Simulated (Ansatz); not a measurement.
# Ta5As4: relaxed-ion elastic tensor

Computed with DFT PBEsol, scalar-relativistic, plane waves, PAW in Ansatz 0.2.0. Settings: 420 eV plane-wave cutoff, Γ-centred 12×12×12 mesh, Fermi-Dirac smearing of 0.15 eV. No spin polarisation.

Equilibrium structure at this level:
```
CELL_PARAMETERS angstrom
-4.89424 4.89424 1.69692
4.89424 -4.89424 1.69692
4.89424 4.89424 -1.69692
ATOMIC_POSITIONS crystal
Ta 0.00000 0.00000 0.00000
Ta 0.63165 0.30559 0.93724
Ta 0.69441 0.63165 0.32606
Ta 0.36835 0.69441 0.06276
Ta 0.30559 0.36835 0.67394
As 0.71390 0.05188 0.76578
As 0.94812 0.71390 0.66202
As 0.28610 0.94812 0.23422
As 0.05188 0.28610 0.33798
```

In a metal, frequencies and elastic constants depend on the k mesh and the smearing, soft modes and shear constants most. Spin–orbit coupling is left out, which can shift energies with elements as heavy as these.

**Question.** Give the relaxed-ion elastic constants (GPa, Voigt order xx yy zz yz xz xy, on the axes of the cell above).

**Answer.**
```
222.4 113.7  85.9   0.0   0.0 -17.9
113.7 222.4  85.9   0.0   0.0  17.9
 85.9  85.9 216.1   0.0   0.0   0.0
  0.0   0.0   0.0 103.0   0.0   0.0
  0.0   0.0   0.0   0.0 103.0   0.0
-17.9  17.9   0.0   0.0   0.0  91.6
```

**Question.** Is the crystal stable against homogeneous strain?

**Answer.** Yes: the least eigenvalue of the tensor is 73.5 GPa.

**Question.** And the moduli of a polycrystal (Hill averages)?

**Answer.** B = 137 GPa, G = 81 GPa, E = 202 GPa, ν = 0.25.

Cost: 1 run of about 2.3 core-hours, on Intel Xeon 6975P-C (Granite Rapids) (shared hosts).